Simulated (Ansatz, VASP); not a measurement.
Two plane-wave programs on C

The input POSCAR:

```
C
1.0
    0.0000000000      1.7801417077      1.7534395821
    1.7801417077      0.0000000000      1.7534395821
    1.7801417077      1.7801417077      0.0000000000
C
2
Direct
    0.5000000000      0.5000000000      0.5000000000
    0.7500000000      0.7500000000      0.7500000000
```

Contents of INCAR.step1:

```
PREC     = Accurate       # precision mode
ENCUT    = 520            # plane-wave cutoff, eV
ISMEAR   = 0              # smearing method
SIGMA    = 0.05           # smearing width, eV
LREAL    = False          # projectors in reciprocal space
LASPH    = True           # aspherical terms in the spheres
NELM     = 80             # most SCF steps
NBANDS   = 11             # bands
GGA      = PE             # functional
ALGO     = Normal         # electronic algorithm
EDIFF    = 1E-4           # SCF threshold, eV
LWAVE    = True           # write WAVECAR
LCHARG   = False          # write CHGCAR
```

The input INCAR.step2:

```
PREC     = Accurate       # precision mode
ENCUT    = 520            # plane-wave cutoff, eV
EDIFF    = 1E-6           # SCF threshold, eV
ISMEAR   = 0              # smearing method
SIGMA    = 0.05           # smearing width, eV
LREAL    = False          # projectors in reciprocal space
LASPH    = True           # aspherical terms in the spheres
NELM     = 80             # most SCF steps
ALGO     = Normal         # electronic algorithm
ISIF     = 2              # what is computed and relaxed
LWAVE    = False          # write WAVECAR
LCHARG   = True           # write CHGCAR
METAGGA  = R2SCAN         # meta-GGA
LMIXTAU  = True         
LELF     = True           # ELF
LVHAR    = True         
NBANDS   = 11             # bands
ISTART   = 1
```

The input KPOINTS:

```
regular mesh
0
Gamma
  12 12 12
```

Input for Ansatz:

```yaml
crystal:
  lattice:
    - [0.0, 1.7801417077, 1.7534395821]
    - [1.7801417077, 0.0, 1.7534395821]
    - [1.7801417077, 1.7801417077, 0.0]
  atoms:
    - { symbol: C, position: [0.5, 0.5, 0.5] }
    - { symbol: C, position: [0.75, 0.75, 0.75] }
basis:
  ecutwfc: 500
kpoints:
  mp_grid: { grid: [12, 12, 12] }
hamiltonian:
  xc: r2scan
scf:
  occupations: { method: gaussian, width: 0.05 }
output:
  forces: true
  stress: true
  eigenvalues: true
```

Change from the starting cell: strain -0.0150 x Voigt [0, 0, 1, 0, 0, 0], atoms carried along.

Alike in both runs: task single point; functional r2SCAN; k mesh 12 × 12 × 12; occupations gaussian, width 0.05 eV; no spin polarisation.

|  | VASP | Ansatz |
| --- | --- | --- |
| version | VASP 6.6.1 | Ansatz 0.2.0 |
| potentials or method | VASP PAW PBE potentials, release 64 (C) | scalar-relativistic, plane waves, PAW |
| plane-wave cutoff (eV) | 520 | 500 |
| valence electrons in the cell | 8 | 8 |

```tsv
	VASP	Ansatz	Ansatz less VASP
gap on the k mesh at the Fermi level (eV)	3.98	4.02	+0.031
least direct gap on the mesh (eV)	5.60	5.65	+0.046
pressure (GPa)	8.2	7.0	-1.18
largest component of the traceless stress (GPa)	9.98	10.00	+0.017
```

Caveats: the PAW data sets were made with another functional, which shifts forces and pressure a little (VASP).
